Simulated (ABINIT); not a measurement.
## CdTe (F-43m): G0W0 with ABINIT, start to end

How does a plane-wave GW calculation on CdTe (F-43m) run from the first input to the gap?

Calculated with ABINIT 10.8.3; PBE and many-body steps on it, plane waves.

**What was measured.**

- Gap 1.48 ± 0.02 eV: direct optical gap from Tauc analysis, 1.5 h deposition; UV-vis diffuse reflectance; film (electrodeposited 1.5 h on FTO, Te-rich) (“Electrodeposition of CdTe Thin Films for Solar Energy Water Splitting”, 2020, pmc:7177234).

- Gap 1.592 eV: near-band-edge L1 bound-exciton energy extrapolated to 0 K (Varshni), slightly below the true gap; temperature-dependent photoluminescence; 0 K; bulk crystal (vertical Bridgman single crystal) (“Photoluminescence characteristics of Cd1-xMnxTe single crystals grown by the vertical Bridgman method”, 2012, pmc:3275455).

- Gap 1.32 ± 0.02 eV: direct optical gap from Tauc analysis, 2.5 h deposition; UV-vis diffuse reflectance; film (electrodeposited 2.5 h on FTO, nearly stoichiometric) (“Electrodeposition of CdTe Thin Films for Solar Energy Water Splitting”, 2020, pmc:7177234).

**1. Starting point**

Symmetry: F-43m, No. 216, cubic system. Conventional cell: a = 6.480 Å, b = 6.480 Å, c = 6.480 Å, α = 90.00°, β = 90.00°, γ = 90.00°. Cd has 4 Te at 2.81 Å nearest. Nearest to Te lie 4 Cd at 2.81 Å. Farther neighbours and most contacts between anions are not listed.

The cell and positions come from the Crystallography Open Database and are kept as given unless a step says otherwise. Spin-orbit coupling is left out unless a step names it.

**2. Ground state**

This step: ABINIT 10.8.3; DFT, PBE, plane waves, norm-conserving pseudopotentials.

The ground-state density comes first.

Input file run.abi:

```
acell 3*1.0 Angstrom
rprim 
  0.000000000000 3.240000000000 3.240000000000
  3.240000000000 0.000000000000 3.240000000000
  3.240000000000 3.240000000000 0.000000000000
ntypat 2
znucl 48 52
natom 2
typat 1 2
xred 
  0.000000000000 0.000000000000 0.000000000000
  0.250000000000 0.250000000000 0.250000000000
pp_dirpath "pseudos"
pseudos "Cd.upf, Te.upf"
ecut 47
ngkpt 6 6 6
nshiftk 1
shiftk 0 0 0
kptopt 1
chksymbreak 0
nband 27
occopt 1
tolvrs 1e-10
nstep 60
prtwf 0
optforces 0
optstress 0
indata_prefix "in"
outdata_prefix "out"
tmpdata_prefix "tmp"
```

The run is started by

```console
$ OMP_NUM_THREADS=1 mpirun -n 4 abinit run.abi > log
```

Numbers of over 12 decimals in the logs are rounded to 6 here.

The log of the run:

```text
.Version 10.8.3 of ABINIT. v10.8.2 released Aug 2026.

 Symmetries : space group F-4 3 m (#216); Bravais cF (face-center cubic)
================================================================================
 Values of the parameters that define the memory need of the present run
     intxc =       0    ionmov =       0      iscf =       7    lmnmax =       8
     lnmax =       8     mgfft =      54  mpssoang =       4    mqgrid =    3001
     natom =       2  nloc_mem =       1    nspden =       1   nspinor =       1
    nsppol =       1      nsym =      24    n1xccc =    2501    ntypat =       2
    occopt =       1   xclevel =       2
-    mband =          27        mffmem =           1         mkmem =           4
       mpw =        7099          nfft =      157464          nkpt =          16
================================================================================
  Rough estimation (10% accuracy) of disk space for files :
================================================================================

--------------------------------------------------------------------------------
------------- Echo of variables that govern the present computation ------------
--------------------------------------------------------------------------------
 -outvars: echo values of preprocessed input variables --------
            acell      1.8897261259E+00  1.8897261259E+00  1.8897261259E+00 Bohr

      chksymbreak           0
             ecut      4.70000000E+01 Hartree
-          fftalg         312

              ixc     -101130
              kpt      0.00000000E+00  0.00000000E+00  0.00000000E+00
                       1.66666667E-01  0.00000000E+00  0.00000000E+00
                       3.33333333E-01  0.00000000E+00  0.00000000E+00
                       5.00000000E-01  0.00000000E+00  0.00000000E+00
                       1.66666667E-01  1.66666667E-01  0.00000000E+00
                       3.33333333E-01  1.66666667E-01  0.00000000E+00
                       5.00000000E-01  1.66666667E-01  0.00000000E+00
                      -3.33333333E-01  1.66666667E-01  0.00000000E+00
                      -1.66666667E-01  1.66666667E-01  0.00000000E+00
   [... 5 further rows ...]
                      -3.33333333E-01  3.33333333E-01  1.66666667E-01
                      -3.33333333E-01  5.00000000E-01  1.66666667E-01
         kptrlatt        6    0    0      0    6    0      0    0    6
          kptrlen      5.19529396E+01
P           mkmem           4
            natom           2
            nband          27
            ngfft          54      54      54
             nkpt          16
            nstep          60
             nsym          24
           ntypat           2
              occ      2.000000  2.000000  2.000000  2.000000  2.000000  2.000000
                       2.000000  2.000000  2.000000  2.000000  2.000000  2.000000
                       2.000000  2.000000  2.000000  2.000000  2.000000  2.000000
                       2.000000  2.000000  2.000000  2.000000  0.000000  0.000000
[...]
optforces           0
        optstress           0
            prtwf           0
            rprim      0.0000000000E+00  3.2400000000E+00  3.2400000000E+00
[...]
spgroup         216

           tolvrs      1.00000000E-10

             xred      0.0000000000E+00  0.0000000000E+00  0.0000000000E+00
[...]
znucl       48.00000   52.00000

================================================================================

 chkinp: Checking input parameters for consistency.

================================================================================
== DATASET  1 ==================================================================
-   mpi_nproc: 4, omp_nthreads: 1 (-1 if OMP is not activated)

--- !DatasetInfo
iteration_state: {dtset: 1, }
dimensions: {natom: 2, nkpt: 16, mband: 27, nsppol: 1, nspinor: 1, nspden: 1, mpw: 7099, }
cutoff_energies: {ecut:  47.0, pawecutdg:  -1.0, }
electrons: {nelect:   4.40000000E+01, charge:   0.00000000E+00, occopt:   1.00000000E+00, tsmear:   1.00000000E-02, }

 Real(R)+Recip(G) space primitive vectors, cartesian coordinates (Bohr,Bohr^-1):
 R(1)=  0.0000000  6.1227126  6.1227126  G(1)= -0.0816631  0.0816631  0.0816631
 R(2)=  6.1227126  0.0000000  6.1227126  G(2)=  0.0816631 -0.0816631  0.0816631
 R(3)=  6.1227126  6.1227126  0.0000000  G(3)=  0.0816631  0.0816631 -0.0816631
 Unit cell volume ucvol=  4.5905173E+02 bohr^3
 Angles (23,13,12)=  6.00000000E+01  6.00000000E+01  6.00000000E+01 degrees

 getcut: wavevector=  0.0000  0.0000  0.0000  ngfft=  54  54  54
         ecut(hartree)=     47.000   => boxcut(ratio)=   2.02148

--- Pseudopotential description ------------------------------------------------
- Cd Generated using ONCVPSP code by D. R. Hamann
- 48.00000  20.00000  171031                  znucl, zion, pspdat
12 -101130 2 -1 1368                          pspcod,pspxc,lmax,lloc,mmax
     nproj     2     2     2     0
  pspatm : epsatm=   19.67729986
         --- l  ekb(1:nproj) -->
[...]
pspatm: atomic psp has been read  and splines computed

- Te Generated using ONCVPSP code by D. R. Hamann
- 52.00000  24.00000  220131                  znucl, zion, pspdat
12 -101130 3 -1 1294                          pspcod,pspxc,lmax,lloc,mmax
     nproj     2     2     2     2
  pspatm : epsatm=   28.89495404
         --- l  ekb(1:nproj) -->
[...]
pspatm: atomic psp has been read  and splines computed

   2.13717917E+03                                ecore*ucvol(ha*bohr**3)
--------------------------------------------------------------------------------

_setup2: Arith. and geom. avg. npw (full set) are    7068.301    7068.284

================================================================================

--- !BeginCycle
iteration_state: {dtset: 1, }
solver: {iscf: 7, nstep: 60, nline: 4, wfoptalg: 0, }
tolerances: {tolvrs: 1.00E-10, }

     iter   Etot(hartree)      deltaE(h)  residm     vres2
 ETOT  1  -455.01451075098    -4.550E+02 5.250E-01 3.250E+02
 ETOT  2  -455.67603146776    -6.615E-01 1.543E-02 1.512E+02
 ETOT  3  -455.69372177424    -1.769E-02 7.941E-04 3.237E+00
 ETOT  4  -455.69383783588    -1.161E-04 1.955E-04 1.309E+00
 ETOT  5  -455.69391768050    -7.984E-05 9.521E-05 1.957E-01
 ETOT  6  -455.69394047356    -2.279E-05 6.636E-05 1.669E-02
 ETOT  7  -455.69394135313    -8.796E-07 4.673E-05 7.624E-04
 ETOT  8  -455.69394139116    -3.803E-08 3.583E-05 2.327E-05
 ETOT  9  -455.69394139298    -1.820E-09 2.608E-05 1.724E-06
 ETOT 10  -455.69394139315    -1.739E-10 2.059E-05 8.402E-08
 ETOT 11  -455.69394139315     6.082E-12 1.461E-05 2.478E-09
 ETOT 12  -455.69394139313     1.506E-11 1.183E-05 2.398E-11

 At SCF step   12       vres2   =  2.40E-11 < tolvrs=  1.00E-10 =>converged.

--- !ResultsGS
iteration_state: {dtset: 1, }
comment   : Summary of ground state results
lattice_vectors:
- [  0.0000000,   6.1227126,   6.1227126, ]
- [  6.1227126,   0.0000000,   6.1227126, ]
- [  6.1227126,   6.1227126,   0.0000000, ]
lattice_lengths: [   8.65882,    8.65882,    8.65882, ]
lattice_angles: [ 60.000,  60.000,  60.000, ] # degrees, (23, 13, 12)
lattice_volume:   4.5905173E+02
convergence: {deltae:  1.506E-11, res2:  2.398E-11, residm:  1.183E-05, diffor:  0.000E+00, }
etotal    :  -4.55693941E+02
entropy   :   0.00000000E+00
fermie    :   1.98221920E-01
cartesian_stress_tensor: null
pressure_GPa: null
xred      :
- [  0.0000E+00,   0.0000E+00,   0.0000E+00, Cd]
- [  2.5000E-01,   2.5000E-01,   2.5000E-01, Te]
cartesian_forces: null
force_length_stats: {min: null, max: null, mean: null, }

 Integrated electronic density in atomic spheres:
 ------------------------------------------------
 Atom  Sphere_radius  Integrated_density
    1        2.00000         17.16315695
    2        2.00000         19.94816551
================================================================================

 ----iterations are completed or convergence reached----

 Mean square residual over all n,k,spin=   27.379E-09; max=  11.825E-06
 reduced coordinates (array xred) for    2 atoms
       0.000000000000      0.000000000000      0.000000000000
       0.250000000000      0.250000000000      0.250000000000
 rms dE/dt=  0.0000E+00; max dE/dt=  0.0000E+00; dE/dt below (all hartree)
    1       0.000000000000      0.000000000000      0.000000000000
    2       0.000000000000      0.000000000000      0.000000000000

 cartesian coordinates (angstrom) at end:
    1      0.000000     0.000000     0.000000
    2      1.620000     1.620000     1.620000
 length scales=  1.889726125908  1.889726125908  1.889726125908 bohr
              =  1.000000000000  1.000000000000  1.000000000000 angstroms
 prteigrs : about to open file out_EIG
 Fermi (or HOMO) energy (hartree) =   0.19822   Average Vxc (hartree)=  -0.33179
 Eigenvalues (hartree) for nkpt=  16  k points:
 kpt#   1, nband= 27, wtk=  0.00463, kpt=  0.0000  0.0000  0.0000 (reduced coord)
  -5.63480   -3.79831   -3.79831   -3.79831   -3.55711   -2.12531   -2.12531   -2.12531
  -1.12571   -1.12571   -1.12571   -1.12542   -1.12542   -0.21246   -0.10626   -0.10626
  -0.10626   -0.09670   -0.09670    0.19822    0.19822    0.19822    0.22653    0.36807
   0.36807    0.36807    0.47246
 prteigrs : prtvol=0 or 1, do not print more k-points.

--- !EnergyTerms
iteration_state     : {dtset: 1, }
comment             : Components of total free energy in Hartree
kinetic             :  1.56465594521762E+02
hartree             :  1.70310574388539E+02
xc                  : -6.03547126857411E+01
Ewald energy        : -2.14148704060345E+02
psp_core            :  4.65563907701293E+00
local_psp           : -5.08624947885489E+02
non_local_psp       : -3.99738474886976E+00
total_energy        : -4.55693941393132E+02
total_energy_eV     : -1.24000638492019E+04
band_energy         : -6.58421566859635E+01

== END DATASET(S) ==============================================================
================================================================================

 -outvars: echo values of variables after computation  --------
           etotal     -4.5569394139E+02
            nband          27
             nkpt          16
          spgroup         216
 [... the other variables as echoed above ...]

 Calculation completed.
```

It took 35 s on 4 MPI ranks of Arm Neoverse V2, shared host; peak memory 0.43 GiB; 2.3 min of CPU time.

Numbers from this step:

```yaml
total_energy: -12400.0638 eV
gap: 0.7704 eV
k_of_the_valence_top: 0, 0, 0
k_of_the_conduction_bottom: 0, 0, 0
least_direct_gap: 0.7704 eV
```

The gap is direct, at Γ.

[end of part 1 of 3]

[Paths, hosts, dates, memory and timing lines, banners, echoed tables and standing remarks are left out of the program output.]

[Logs are printed without paths, hosts, clocks, repeated set-up lines and the standing remarks that a program may print on its own settings, such as how far it seeks lower states.]

[Runs of the session that timed out or met a known fault of the program may be left out.]

[Hosts, paths, dates, database ids (printed as entryN), source tags and the programs' standing remarks are cut or masked in the printed files.]

[G0W0 gaps are taken among the corrected bands and points alone; a level outside them can change the order at an edge.]

[Where Ansatz stands beside ABINIT at settings called matched, ABINIT's density can come from a denser mesh and the files from another edition; pairs whose starting gaps differed by over 0.03 eV were left out, so agreement reads better than it is.]
